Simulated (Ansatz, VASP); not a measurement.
## One calculation of Cu, two programs

INCAR

```
  PREC = Accurate
  ENCUT = 520
  EDIFF = 1E-6
  ISMEAR = -1
  SIGMA = 0.06
  LREAL = F
  LASPH = T
  NELM = 60
  ALGO = Normal
  ISIF = 2
  LWAVE = F
  LCHARG = F
  GGA = PE
  NBANDS = 12
```

The input KPOINTS:

```
Automatic mesh
0
Gamma
  12 12 12
```

Contents of POSCAR:

```
Cu
1.0
    0.0000000000      1.7730200000      1.7730200000
    1.7730200000      0.0000000000      1.7730200000
    1.7730200000      1.7730200000      0.0000000000
Cu
1
Direct
    0.0000000000      0.0000000000      0.0000000000
```

Input for Ansatz:

```yaml
crystal:
  atoms:
  - position: [0.0, 0.0, 0.0]
    symbol: Cu
  lattice:
  - [0.0, 1.77302, 1.77302]
  - [1.77302, 0.0, 1.77302]
  - [1.77302, 1.77302, 0.0]
hamiltonian:
  dispersion: none
  pseudopotentials:
    dirac_shells:
      Cu: [2p]
    kind: all_electron
    lapw: {basis_error: 0.025 meV}
    relativity: scalar
  xc: pbe
kpoints:
  mp_grid:
    grid: [12, 12, 12]
    shift: [0, 0, 0]
magnetization: {spin_polarized: false}
output: {forces: true, stress: true}
scf:
  convergence: {dr2_threshold: 1e-10 eV}
  lower_state_search: 'off'
  max_iter: 200
  occupations: {method: fermi_dirac, width: 0.06}
```

Alike in both runs: task single point; functional PBE; k mesh 12 × 12 × 12; occupations fermi-dirac, width 0.06 eV; no spin polarisation.

|  | VASP | Ansatz |
| --- | --- | --- |
| version | VASP 6.6.1 | Ansatz 0.2 development build |
| potentials or method | VASP PAW PBE potentials, release 64 (Cu) | all-electron full-potential LAPW, scalar-relativistic |
| plane-wave cutoff (eV) | 520 | see its input |

|  | VASP | Ansatz | Ansatz less VASP |
| --- | --- | --- | --- |
| pressure (GPa) | 12.2 | 11.7 | -0.56 |

Ansatz ran all-electron here, so the differences hold the error of VASP's frozen core and of both bases.
